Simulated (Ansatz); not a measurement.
## What a change of settings does: Bi

First run: DFT, PBE, PAW with Ansatz's default frozen-core files, scalar-relativistic (Ansatz 0.2.0).

Command: `ansatz run input.yaml --threads 1 --pin off --max-ram 2048MiB --backend cpu --events-out ev --progress --plain --runs-dir out` It took 5.3 s on 1 thread of Arm Neoverse V2 (shared host), peak memory 0.36 GiB.

```yaml
crystal:
  lattice:
    - [2.2675, 1.3091417354, 3.938]
    - [-2.2675, 1.3091417354, 3.938]
    - [0.0, -2.6182834708, 3.938]
  atoms:
    - { symbol: Bi, position: [0.234, 0.234, 0.234] }
    - { symbol: Bi, position: [0.766, 0.766, 0.766] }
kpoints:
  mp_grid: { grid: [8, 8, 8] }
scf:
  occupations: { method: fermi_dirac, width: 0.05 }
hamiltonian:
  xc: pbe
  pseudopotentials: { kind: paw }
output:
  forces: true
  stress: true
  eigenvalues: true
  populations: true
```

The cell is entry 5000215 of the Crystallography Open Database, unrelaxed; the entry departs somewhat from later or room-temperature determinations.

This run: the undistorted cell.

It converges in 6 SCF iterations at a pressure of 2.17 GPa, largest force 0.181 eV/Å, cutoff 420 eV.

The input is then changed:

```diff
   populations: true
+basis:
+  ecutrho_ratio: 12
```

What does the second run give?

It converges in 6 SCF iterations at a pressure of 2.17 GPa, largest force 0.181 eV/Å, cutoff 420 eV, free energy 0.0 meV/atom against the first run's.
